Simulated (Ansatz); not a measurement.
Isomers of C5H6, relaxed with PBE0-D4/def2-TZVP in Ansatz; electronic energies, one conformer each and not always the lowest. Functionals use def2-TZVPP; CBS adds triple-zeta CCSD(T) − MP2 to the MP2 limit of def2-TZVPP and def2-QZVPP.

Q: Order them by energy at frozen-core CCSD(T)/CBS, lowest first. (An estimate is asked.)
A. `C=CC1=CC1`
B. `C1=CCC=C1`
C. `C#CC1CC1`
D. `C1=C[C@H]2C[C@@H]12`
E. `C#CC(=C)C`
F. `CC1=CC=C1`
G. `C=C1C=C1C`

A: B (0.0 kcal/mol), E (30.0 kcal/mol), C (39.6 kcal/mol), D (46.9 kcal/mol), A (48.6 kcal/mol), G (50.4 kcal/mol), F (61.3 kcal/mol).

Q: How do B3LYP-D4, PBE-D4, HF/CBS(def2), PBE0-D4 place them (kcal/mol, against `C1=CCC=C1`)? (An estimate is asked.)

A: Computed: 
```json
{"isomer": "`C#CC(=C)C`", "B3LYP-D4": "28.5", "PBE-D4": "32.9", "HF/CBS(def2)": "26.3", "PBE0-D4": "35.3"}
{"isomer": "`C#CC1CC1`", "B3LYP-D4": "39.8", "PBE-D4": "40.8", "HF/CBS(def2)": "36.9", "PBE0-D4": "41.2"}
{"isomer": "`C=C1C=C1C`", "B3LYP-D4": "46.3", "PBE-D4": "45.7", "HF/CBS(def2)": "45.5", "PBE0-D4": "47.2"}
{"isomer": "`C1=C[C@H]2C[C@@H]12`", "B3LYP-D4": "50.2", "PBE-D4": "45.4", "HF/CBS(def2)": "51.6", "PBE0-D4": "45.4"}
{"isomer": "`CC1=CC=C1`", "B3LYP-D4": "63.9", "PBE-D4": "62.7", "HF/CBS(def2)": "65.5", "PBE0-D4": "64.9"}
{"isomer": "`C=CC1=CC1`", "B3LYP-D4": "46.1", "PBE-D4": "45.8", "HF/CBS(def2)": "47.2", "PBE0-D4": "48.1"}
```

B3LYP here is the variant with VWN-RPA as its local correlation; programs differ in this.
